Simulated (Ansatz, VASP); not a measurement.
**One calculation of Al, two programs**

```
Al
1.0
     0.00000    2.74152    2.74152
     2.74152    0.00000    2.74152
     2.74152    2.74152    0.00000
Al
2
Cartesian
  -0.6854 -0.6854 -0.6854
  0.6854 0.6854 0.6854
```

Change from the starting cell: shortest bond scaled by 1, crystal datasets.

Alike in both runs: task electric field gradients; functional PBEsol; k mesh 10 × 10 × 10; occupations fermi-dirac, width 0.05 eV; no spin polarisation.

|  | VASP | Ansatz |
| --- | --- | --- |
| version | VASP 6.6.1 | Ansatz 0.2.0 |
| potentials or method | VASP PAW PBE potentials, release 64 (Al), cutoff 520 eV | all-electron PAW with datasets made for the crystal, scalar-relativistic |

Ansatz gave:

* pressure (GPa): 18.1
* Vzz of the field gradient on the site that differs most (V/Å²): 0.0

What did VASP give for the same quantities?

Pressure (GPa): 18.4; Vzz of the field gradient on the site that differs most (V/Å²): 0.0.

Ansatz ran all-electron here, so the differences hold the error of VASP's frozen core and of both bases.

Caveats: so large a pressure means that the cell lies far from this level's equilibrium, or that cutoff or potentials fall short (VASP); the potentials were made for another functional, which shifts forces and pressure (VASP).
